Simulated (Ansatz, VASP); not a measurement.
## K in VASP and in Ansatz

```
K
1.0
    -2.46363    2.46363    2.95636
     2.46363   -2.46363    2.95636
     2.46363    2.46363   -2.95636
K
1
Direct
  0.00000 0.00000 0.00000
```

Alike in both runs: task single point; functional LDA; k mesh 14 × 14 × 14; occupations gaussian, width 0.15 eV; no spin polarisation.

|  | VASP | Ansatz |
| --- | --- | --- |
| version | VASP 6.6.1 | Ansatz 0.2.0 |
| potentials or method | VASP PAW LDA potentials, release 64 (K_sv) | scalar-relativistic, plane waves, PAW |
| plane-wave cutoff (eV) | 520 | 420 |
| valence electrons in the cell | 9 | 9 |

```csv
,VASP,Ansatz,Ansatz less VASP
gap on the k mesh at the Fermi level (eV),none,none,-
pressure (GPa),-0.4,-0.4,+0.01
```

A gap of «none» marks a metal or a gap that the smearing closes.
